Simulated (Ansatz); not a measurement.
Computed with DFT, RPBE, plane waves (420 eV) with PAW, scalar-relativistic (Ansatz). The PAW files were generated under PBE, with cores re-solved for the functional.

An element in the simple cubic structure gives this curve. The cell is scaled uniformly from the relaxed one, with fractional coordinates and shape fixed. Energies are extrapolated to zero smearing, pressures are those at the given smearing. Magnetic state: spin not included.

| V (Å³/atom) | E − E₀ (meV/atom) | P (GPa) |
| --- | --- | --- |
| 25.384 | 40.9 | 4.26 |
| 26.538 | 17.2 | 2.48 |
| 27.692 | 4.5 | 1.14 |
| 28.845 | 0.1 | 0.13 |
| 29.999 | 1.8 | -0.61 |
| 31.153 | 8.1 | -1.16 |
| 32.307 | 17.7 | -1.55 |

Task: Which element is it?
A. scandium
B. zirconium
C. tin
D. cadmium

Result: D. Its fit is V₀ = 29.05 Å³/atom, B₀ = 20 GPa, B₀′ = 6.6.
